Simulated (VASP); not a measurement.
# BeTe (F-43m) in VASP: settings compared, part 2 of 2

VASP 6.6.1.

## 3. Band structure, LDA, spin-orbit coupling, no magnetisation

File INCAR:

```
SYSTEM = BeTe
ALGO     = Normal         ! electronic algorithm
EDIFF    = 1E-7           ! SCF threshold, eV
ENCUT    = 520            ! plane-wave cutoff, eV
GGA_COMPAT= .False.      
ISIF     = 2              ! what is computed and relaxed
ISMEAR   = -1             ! smearing method
LASPH    = .True.         ! aspherical terms in the spheres
LCHARG   = .False.        ! write CHGCAR
LORBIT   = 11             ! projections on sites
LREAL    = .False.        ! projectors in reciprocal space
LSORBIT  = .True.         ! spin-orbit coupling
LWAVE    = .False.        ! write WAVECAR
MAGMOM   = 0 0 0 0 0 0    ! initial moments
NBANDS   = 20             ! bands
NELM     = 80             ! most SCF steps
PREC     = Accurate       ! precision mode
SIGMA    = 0.05           ! smearing width, eV
```

File KPOINTS:

```
k-points
0
Gamma
  6 6 6
  0 0 0
```

File POSCAR:

```
BeTe
1.0
    0.0000000000      2.7700000000      2.7700000000
    2.7700000000      0.0000000000      2.7700000000
    2.7700000000      2.7700000000      0.0000000000
Te Be
1 1
Direct
    0.7500000000      0.7500000000      0.7500000000
    0.0000000000      0.0000000000      0.0000000000
```

File KPOINTS_OPT:

```
path GXWKGLUWLK,UX
15
line-mode
reciprocal
 0.0000000000  0.0000000000  0.0000000000  G
 0.5000000000  0.0000000000  0.5000000000  X

 0.5000000000  0.0000000000  0.5000000000  X
 0.5000000000  0.2500000000  0.7500000000  W

 0.5000000000  0.2500000000  0.7500000000  W
 0.3750000000  0.3750000000  0.7500000000  K

 0.3750000000  0.3750000000  0.7500000000  K
 0.0000000000  0.0000000000  0.0000000000  G

 0.0000000000  0.0000000000  0.0000000000  G
 0.5000000000  0.5000000000  0.5000000000  L

 0.5000000000  0.5000000000  0.5000000000  L
 0.6250000000  0.2500000000  0.6250000000  U

 0.6250000000  0.2500000000  0.6250000000  U
 0.5000000000  0.2500000000  0.7500000000  W

 0.5000000000  0.2500000000  0.7500000000  W
 0.5000000000  0.5000000000  0.5000000000  L

 0.5000000000  0.5000000000  0.5000000000  L
 0.3750000000  0.3750000000  0.7500000000  K

 0.6250000000  0.2500000000  0.6250000000  U
 0.5000000000  0.0000000000  0.5000000000  X
```

Potentials or basis: VASP PAW LDA potentials, release 64 (Te, Be).

On the command line:

```
> cat potpaw_LDA.64/Te/POTCAR potpaw_LDA.64/Be/POTCAR > POTCAR
> mpirun -np 1 vasp_ncl > vasp.out
```

OUTCAR:

```text
SYSTEM = BeTe
   EDIFF = 1E-7
   ENCUT = 520
   ISIF = 2
   ISMEAR = -1
   LASPH = .True.
   LORBIT = 11
   LREAL = .False.
   LSORBIT = .True.
   NELM = 80
   PREC = Accurate

 ion  position               nearest neighbor table
   1  0.750  0.750  0.750-   2 2.40   2 2.40   2 2.40   2 2.40
   2  0.000  0.000  0.000-   1 2.40   1 2.40   1 2.40   1 2.40

  LATTYP: Found a face centered cubic cell.
 ALAT       =     5.5400000000

  Lattice vectors:

 A1 = (   0.0000000000,   2.7700000000,   2.7700000000)
 A2 = (   2.7700000000,   0.0000000000,   2.7700000000)
 A3 = (   2.7700000000,   2.7700000000,   0.0000000000)

Analysis of symmetry for initial positions (statically):
=====================================================================
 Subroutine PRICEL returns:
 Original cell was already a primitive cell.

 Routine SETGRP: Setting up the symmetry group for a
 face centered cubic supercell.

 Subroutine GETGRP returns: Found 24 space group operations
 (whereof 24 operations were pure point group operations)
 out of a pool of 48 trial point group operations.

The static configuration has the point symmetry T_d .

Analysis of symmetry for dynamics (positions and initial velocities):
=====================================================================
 Subroutine PRICEL returns:
 Original cell was already a primitive cell.

 Routine SETGRP: Setting up the symmetry group for a
 face centered cubic supercell.

 Subroutine GETGRP returns: Found 24 space group operations
 (whereof 24 operations were pure point group operations)
 out of a pool of 48 trial point group operations.

The dynamic configuration has the point symmetry T_d .

Analysis of structural, dynamic, and magnetic symmetry:
=====================================================================
 Subroutine PRICEL returns:
 Original cell was already a primitive cell.
[... 693 lines left out ...]
      4.15500      4.15500      4.15500         0.000000      0.000000      0.000000
      0.00000      0.00000      0.00000        -0.000000     -0.000000     -0.000000
 -----------------------------------------------------------------------------------
    total drift:                               -0.000000     -0.000000     -0.000000

  FREE ENERGIE OF THE ION-ELECTRON SYSTEM (eV)
  ---------------------------------------------------
  free  energy   TOTEN  =        -8.8077749707 eV

  energy  without entropy=       -8.8077749522  energy(sigma->0) =       -8.80777496

 Spin-Orbit-Coupling matrix elements

 Ion:    1  E_soc:     -0.1799813
 l=   1
     0.0000000    -0.0298377    -0.0298377
    -0.0298377     0.0000000    -0.0298377
    -0.0298377    -0.0298377     0.0000000
 l=   2
     0.0000000    -0.0000664     0.0000000    -0.0000664    -0.0000928
    -0.0000664     0.0000000    -0.0000696    -0.0000664    -0.0000232
     0.0000000    -0.0000696     0.0000000    -0.0000696     0.0000000
    -0.0000664    -0.0000664    -0.0000696     0.0000000    -0.0000232
    -0.0000928    -0.0000232     0.0000000    -0.0000232     0.0000000
 l=   3
     0.0000000     0.0000000     0.0000000     0.0000000     0.0000000     0.0000000     0.0000000
     0.0000000     0.0000000     0.0000000     0.0000000     0.0000000     0.0000000     0.0000000
     0.0000000     0.0000000     0.0000000     0.0000000     0.0000000     0.0000000     0.0000000
     0.0000000     0.0000000     0.0000000     0.0000000     0.0000000     0.0000000     0.0000000
     0.0000000     0.0000000     0.0000000     0.0000000     0.0000000     0.0000000     0.0000000
     0.0000000     0.0000000     0.0000000     0.0000000     0.0000000     0.0000000     0.0000000
     0.0000000     0.0000000     0.0000000     0.0000000     0.0000000     0.0000000     0.0000000

 Ion:    2  E_soc:     -0.0000088
 l=   1
     0.0000000    -0.0000015    -0.0000015
    -0.0000015     0.0000000    -0.0000015
    -0.0000015    -0.0000015     0.0000000
 l=   2
     0.0000000     0.0000000     0.0000000     0.0000000     0.0000000
     0.0000000     0.0000000     0.0000000     0.0000000     0.0000000
     0.0000000     0.0000000     0.0000000     0.0000000     0.0000000
     0.0000000     0.0000000     0.0000000     0.0000000     0.0000000
     0.0000000     0.0000000     0.0000000     0.0000000     0.0000000
 l=   3
     0.0000000     0.0000000     0.0000000     0.0000000     0.0000000     0.0000000     0.0000000
     0.0000000     0.0000000     0.0000000     0.0000000     0.0000000     0.0000000     0.0000000
     0.0000000     0.0000000     0.0000000     0.0000000     0.0000000     0.0000000     0.0000000
     0.0000000     0.0000000     0.0000000     0.0000000     0.0000000     0.0000000     0.0000000
     0.0000000     0.0000000     0.0000000     0.0000000     0.0000000     0.0000000     0.0000000
     0.0000000     0.0000000     0.0000000     0.0000000     0.0000000     0.0000000     0.0000000
     0.0000000     0.0000000     0.0000000     0.0000000     0.0000000     0.0000000     0.0000000

 total charge

# of ion       s       p       d       tot
------------------------------------------
    1        1.336   2.175   0.038   3.549
    2        0.378   0.612   0.000   0.990
--------------------------------------------------
tot          1.714   2.788   0.038   4.540

 magnetization (x)

# of ion       s       p       d       tot
------------------------------------------
    1       -0.000  -0.000  -0.000  -0.000
    2        0.000   0.000   0.000   0.000
--------------------------------------------------
tot          0.000   0.000  -0.000   0.000

 magnetization (y)

# of ion       s       p       d       tot
------------------------------------------
    1        0.000   0.000   0.000   0.000
    2       -0.000   0.000   0.000  -0.000
--------------------------------------------------
tot         -0.000   0.000   0.000  -0.000

 magnetization (z)

# of ion       s       p       d       tot
------------------------------------------
    1        0.000   0.000   0.000   0.000
    2        0.000  -0.000   0.000   0.000
--------------------------------------------------
tot          0.000  -0.000   0.000   0.000
```

Wall time 2.1 min (1 thread of Intel Xeon 6975P-C (Granite Rapids), shared host); peak memory 0.25 GiB.

What came out:

* Free energy: -8.8078 eV
* Pressure: 0.9 GPa
* Valence electrons inside the program's atomic spheres: Te 3.55; Be 0.99

## 4. Band structure, PBEsol

File INCAR:

```
SYSTEM = BeTe
PREC = Accurate ; ENCUT = 520
EDIFF = 1E-7 ; ISMEAR = -1
SIGMA = 0.05 ; LREAL = .FALSE.
LASPH = .TRUE. ; NELM = 60
ALGO = Normal ; ISIF = 2
LWAVE = .FALSE. ; LCHARG = .FALSE.
GGA = PS ; NBANDS = 11
```

File KPOINTS:

```
Automatic mesh
0
G
  8 8 8
  0 0 0
```

POSCAR is that of step 3.

KPOINTS_OPT, as its differences from that of step 3:

```diff
@@ -1,3 +1,3 @@
 path GXWKGLUWLK,UX
-15
+10
 line-mode
```

Potentials or basis: VASP PAW PBE potentials, release 64 (Te, Be).

On the command line:

```
> cat potpaw_PBE.64/Te/POTCAR potpaw_PBE.64/Be/POTCAR > POTCAR
> mpirun -np 1 vasp_std > vasp.out
```

OUTCAR:

```text
SYSTEM = BeTe
   PREC = Accurate
   ENCUT = 520
   EDIFF = 1E-7
   ISMEAR = -1
   LREAL = .FALSE.
   LASPH = .TRUE.
   NELM = 60
   ISIF = 2
   GGA = PS

 ion  position               nearest neighbor table
   1  0.750  0.750  0.750-   2 2.40   2 2.40   2 2.40   2 2.40
   2  0.000  0.000  0.000-   1 2.40   1 2.40   1 2.40   1 2.40

  LATTYP: Found a face centered cubic cell.
 ALAT       =     5.5400000000

  Lattice vectors:

 A1 = (   0.0000000000,   2.7700000000,   2.7700000000)
 A2 = (   2.7700000000,   0.0000000000,   2.7700000000)
 A3 = (   2.7700000000,   2.7700000000,   0.0000000000)

Analysis of symmetry for initial positions (statically):
=====================================================================
 Subroutine PRICEL returns:
 Original cell was already a primitive cell.

 Routine SETGRP: Setting up the symmetry group for a
 face centered cubic supercell.

 Subroutine GETGRP returns: Found 24 space group operations
 (whereof 24 operations were pure point group operations)
 out of a pool of 48 trial point group operations.

The static configuration has the point symmetry T_d .

Analysis of symmetry for dynamics (positions and initial velocities):
=====================================================================
 Subroutine PRICEL returns:
 Original cell was already a primitive cell.

 Routine SETGRP: Setting up the symmetry group for a
 face centered cubic supercell.

 Subroutine GETGRP returns: Found 24 space group operations
 (whereof 24 operations were pure point group operations)
 out of a pool of 48 trial point group operations.

The dynamic configuration has the point symmetry T_d .

 Subroutine INISYM returns: Found 24 space group operations
 (whereof 24 operations are pure point group operations),
 and found     1 'primitive' translations

----------------------------------------------------------------------------------------

[... 118 lines left out ...]
   LHFCALC =     F    Hartree Fock is set to
   AEXX    =    0.0000 exact exchange contribution
   IVDW    =     0    specifies the selected vdW correction
   LEPSILON=     F    determine dielectric tensor
   LRPA    =     F    only Hartree local field effects (RPA)
 non-spin polarized calculation
  energy-cutoff  :      520.00
  volume of cell :       42.51
 maximum number of plane-waves:      1162
 NGX is ok and might be reduce to    30
   NGX = 15   NGY = 15   NGZ = 15

 number of electron       8.0000000 magnetization

 Free energy of the ion-electron system (eV)
  ---------------------------------------------------
  ext. energy  EPLUGINS =         0.00000000
  ---------------------------------------------------
  free energy    TOTEN  =        -8.20297515 eV

  energy without entropy =       -8.20297515  energy(sigma->0) =       -8.20297515

 E-fermi :   6.4305     XC(G=0):  -9.3980

 val. band max:        5.5698750811   @ k =   0.0000   0.0000   0.0000
 cond. band min:       7.2980816108   @ k =   0.5000   0.5000   0.0000
 fundamental gap:      1.7282065296
 Fermi energy:         6.4304706597

 k-point     1 :       0.0000    0.0000    0.0000
  band No.  band energies     occupation
      1      -7.1002      2.00000
      2       5.5699      2.00000
      3       5.5699      2.00000
      4       5.5699      2.00000
      5       9.1238      0.00000
      6       9.1238      0.00000
      7       9.1238      0.00000
      8       9.6658      0.00000
      9      13.8357      0.00000
     10      15.9171      0.00000
     11      15.9171      0.00000
[... 309 lines left out ...]
 k-point    24 :      -0.3750    0.2500    0.1250
  band No.  band energies     occupation
      1      -5.3583      2.00000
      2       0.1248      2.00000
      3       2.4747      2.00000
      4       3.5025      2.00000
      5       9.6902      0.00000
      6       9.9664      0.00000
      7      12.3813      0.00000
      8      13.4460      0.00000
      9      14.0820      0.00000
     10      17.2171      0.00000
     11      17.5788      0.00000

 [... further k-points ...]

------------------------ aborting loop because EDIFF is reached ----------------------------------------

  FORCE on cell =-STRESS in cart. coord.  units (eV):
  Direction    XX          YY          ZZ          XY          YZ          ZX
  --------------------------------------------------------------------------------------
  -------------------------------------------------------------------------------------
  Total        0.6736885      0.6736885      0.6736885      0.0000000      0.0000000      0.0000000
  in kB       25.3922040     25.3922040     25.3922040      0.0000000      0.0000000      0.0000000
  external PRESSURE =      25.3922040 kB  Pullay stress =       0.0000000 kB

 VOLUME and BASIS-vectors are now :
 -----------------------------------------------------------------------------
  energy-cutoff  :      520.00
  volume of cell :       42.51
      direct lattice vectors                 reciprocal lattice vectors
     0.000000000  2.770000000  2.770000000    -0.180505415  0.180505415  0.180505415
     2.770000000  0.000000000  2.770000000     0.180505415 -0.180505415  0.180505415
     2.770000000  2.770000000  0.000000000     0.180505415  0.180505415 -0.180505415

 POSITION                                       TOTAL-FORCE (eV/Angst)
 -----------------------------------------------------------------------------------
      4.15500      4.15500      4.15500        -0.000000     -0.000000     -0.000000
      0.00000      0.00000      0.00000         0.000000      0.000000      0.000000
 -----------------------------------------------------------------------------------
    total drift:                               -0.000000     -0.000000     -0.000000

  FREE ENERGIE OF THE ION-ELECTRON SYSTEM (eV)
  ---------------------------------------------------
  free  energy   TOTEN  =        -8.2029751468 eV

  energy  without entropy=       -8.2029751461  energy(sigma->0) =       -8.20297515
```

It took 24 s on 1 thread of Intel Xeon 6975P-C (Granite Rapids), shared host; peak memory 0.18 GiB.

What came out:

```yaml
Free_energy: -8.2030 eV
Pressure: 2.5 GPa
Band_gap_on_the_k_mesh: 1.73 eV, indirect (least direct gap 3.55 eV)
Band_gap_along_the_path: 1.73 eV, indirect (least direct gap 3.55 eV)
```

Levels at the corners of the path, in eV from the valence-band top:
```tsv
point	band 1	band 2	band 3	band 4	band 5	band 6	band 7	band 8	band 9
Γ	-12.67	0.00	0.00	0.00	3.55	3.55	3.55	4.10	8.27
X	-10.65	-5.40	-2.85	-2.85	1.73	2.54	10.02	10.02	11.80
X	-10.65	-5.40	-2.85	-2.85	1.73	2.54	10.02	10.02	11.80
W	-10.61	-4.80	-4.00	-3.49	5.20	5.45	5.62	6.37	11.14
W	-10.61	-4.80	-4.00	-3.49	5.20	5.45	5.62	6.37	11.14
K	-10.67	-5.01	-4.20	-2.41	2.54	5.24	8.05	8.42	9.27
K	-10.67	-5.01	-4.20	-2.41	2.54	5.24	8.05	8.42	9.27
Γ	-12.67	0.00	0.00	0.00	3.55	3.55	3.55	4.10	8.27
Γ	-12.67	0.00	0.00	0.00	3.55	3.55	3.55	4.10	8.27
L	-11.19	-5.90	-1.22	-1.22	3.17	4.53	4.53	7.64	11.06
L	-11.19	-5.90	-1.22	-1.22	3.17	4.53	4.53	7.64	11.06
U	-10.67	-5.01	-4.20	-2.41	2.54	5.24	8.05	8.42	9.27
U	-10.67	-5.01	-4.20	-2.41	2.54	5.24	8.05	8.42	9.27
W	-10.61	-4.80	-4.00	-3.49	5.20	5.45	5.62	6.37	11.14
W	-10.61	-4.80	-4.00	-3.49	5.20	5.45	5.62	6.37	11.14
L	-11.19	-5.90	-1.22	-1.22	3.17	4.53	4.53	7.64	11.06
L	-11.19	-5.90	-1.22	-1.22	3.17	4.53	4.53	7.64	11.06
K	-10.67	-5.01	-4.20	-2.41	2.54	5.24	8.05	8.42	9.27
U	-10.67	-5.01	-4.20	-2.41	2.54	5.24	8.05	8.42	9.27
X	-10.65	-5.40	-2.85	-2.85	1.73	2.54	10.02	10.02	11.80
```

Caveat: the PAW data sets were made with another functional, which shifts forces and pressure a little; spin-orbit coupling is left out, which moves the levels of the heavy elements. Expect the measured gap to be larger: semilocal functionals such as PBEsol lack the derivative discontinuity.

## 5. The runs side by side

```csv
level,potentials or basis,spin,k mesh,gap on the mesh (eV),pressure (GPa)
LDA,"VASP PAW LDA potentials, release 64 (Te, Be)",off,8 × 8 × 8,1.75,-
LDA,"VASP PAW LDA potentials, release 64 (Te, Be)","SOC, no magnetisation",6 × 6 × 6,-,0.9
PBEsol,"VASP PAW PBE potentials, release 64 (Te, Be)",off,8 × 8 × 8,1.73,2.5
```

Alike in all rows: task band structure; cell as given; cutoff (eV) 520; smearing fermi-dirac 0.05 eV.

Caveats: spin-orbit coupling is left out, which moves the levels of the heavy elements (some runs); the PAW data sets were made with another functional, which shifts forces and pressure a little (some runs).

Total energies depend on the potentials used, so only differences within one code and one set of settings carry meaning.
